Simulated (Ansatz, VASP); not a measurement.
## One calculation of C, two programs

The input INCAR:

```
SYSTEM = C
PREC     = Accurate       ! precision mode
ENCUT    = 600            ! plane-wave cutoff, eV
EDIFF    = 1E-7           ! SCF threshold, eV
ISMEAR   = 0              ! smearing method
SIGMA    = 0.02           ! smearing width, eV
LREAL    = .False.        ! projectors in reciprocal space
LASPH    = .True.         ! aspherical terms in the spheres
NELM     = 100            ! most SCF steps
ALGO     = Normal         ! electronic algorithm
ISIF     = 3              ! what is computed and relaxed
LWAVE    = .False.        ! write WAVECAR
LCHARG   = .False.        ! write CHGCAR
GGA      = PS             ! functional
IBRION   = 2              ! ionic algorithm
NSW      = 100            ! ionic steps
EDIFFG   = -0.005         ! ionic threshold
```

File KPOINTS:

```
Automatic mesh
0
Gamma
  12 12 6
  0 0 0
```

File POSCAR:

```
C
1.0
    2.5220660000      0.0000000000      0.0000000000
   -1.2610330000      2.1841730000      0.0000000000
    0.0000000000      0.0000000000      4.1185170000
C
4
Direct
    0.0000000000      0.0000000000      0.0000000000
    0.0000000000      0.0000000000      0.3750000000
    0.3333333300      0.6666666700      0.5000000000
    0.3333333300      0.6666666700      0.8750000000
```

Input for Ansatz:

```yaml
crystal:
  lattice:
    - [2.522066, 0.0, 0.0]
    - [-1.261033, 2.184173, 0.0]
    - [0.0, 0.0, 4.118517]
  atoms:
    - { symbol: C, position: [0.0, 0.0, 0.0] }
    - { symbol: C, position: [0.0, 0.0, 0.375] }
    - { symbol: C, position: [0.33333333, 0.66666667, 0.5] }
    - { symbol: C, position: [0.33333333, 0.66666667, 0.875] }
basis:
  ecutwfc: 420
kpoints:
  mp_grid: { grid: [12, 12, 6] }
hamiltonian:
  xc: pbesol
scf:
  occupations: { method: gaussian, width: 0.02 }
output:
  forces: true
  stress: true
  eigenvalues: true
  write_density: true
  write_potential: true
  elf: true
  volumetric_format: npy
relax:
  adjacent_minimum: "off"
  f_tol: 0.005
  max_steps: 80
  cell: { stress_tol: 0.05 }
```

The cell was built by a generator and needn't be a form met in nature.

Alike in both runs: task relaxation of cell and atoms; functional PBEsol; k mesh 12 × 12 × 6; occupations gaussian, width 0.02 eV; no spin polarisation.

|  | VASP | Ansatz |
| --- | --- | --- |
| version | VASP 6.6.1 | Ansatz 0.2.0 |
| potentials or method | VASP PAW PBE potentials, release 64 (C) | scalar-relativistic, plane waves, PAW |
| plane-wave cutoff (eV) | 600 | 420 |
| valence electrons in the cell | 16 | 16 |

Ansatz gave:

* gap on the k mesh at the Fermi level, each at its own relaxed structure (eV): 3.05
* relaxed volume (Å³/atom): 5.62
* relaxed cell length with the largest relative difference (Å): 2.499
* energy change over the relaxation (meV/atom): -6

Estimate VASP's values.

gap on the k mesh at the Fermi level, each at its own relaxed structure (eV): 3.05; relaxed volume (Å³/atom): 5.63; relaxed cell length with the largest relative difference (Å): 2.500; energy change over the relaxation (meV/atom): -6.

Caveats: the PAW data sets were made with another functional, which shifts forces and pressure a little (VASP).
